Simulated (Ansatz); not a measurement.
Crystal: TiC.

```xyz
2
Lattice="0.0000 2.1657 2.1657 2.1657 0.0000 2.1657 2.1657 2.1657 0.0000" Properties=species:S:1:pos:R:3 pbc="T T T"
Ti    0.0000    0.0000    0.0000
C     2.1657    2.1657    2.1657
```

The cell is a database's computed one.

- Program: Ansatz 0.2.0
- Task: relaxation of cell and atoms
- Functional: revPBE
- Dispersion: D4
- Potentials or basis: Ansatz PAW
- Cutoff: 420 eV (not typed: the program's choice for these potentials)
- k mesh: 11 × 11 × 11
- Occupations: fermi-dirac, width 0.05 eV
- Spin: no spin polarisation

At the start: volume 10.16 Å³/atom.

Where does the relaxation end?

It ends after 4 steps and the volume is 9.91 Å³/atom (-2.4 %); space group Fm-3m (No. 225, to 0.05 Å).

Step by step:
```csv
step,energy change (eV),largest force (eV/Å),volume (Å³)
1,0.0000,0.0000,20.32
2,-0.0101,0.0000,19.89
3,-0.0104,0.0000,19.82
4,-0.0097,0.0000,19.82
```

Final structure:
```
Ti C
1.0
     0.00000    2.14793    2.14793
     2.14793    0.00000    2.14793
     2.14793    2.14793    0.00000
Ti C
1 1
Direct
  0.00000 0.00000 0.00000
  0.50000 0.50000 0.50000
```

Caveat: the plane-wave basis is chosen anew once the cell has moved, so the energies of steps on either side of that aren't comparable; the PAW data sets come from PBE, with cores solved anew for the run's functional, which leaves a small shift of forces and pressure.
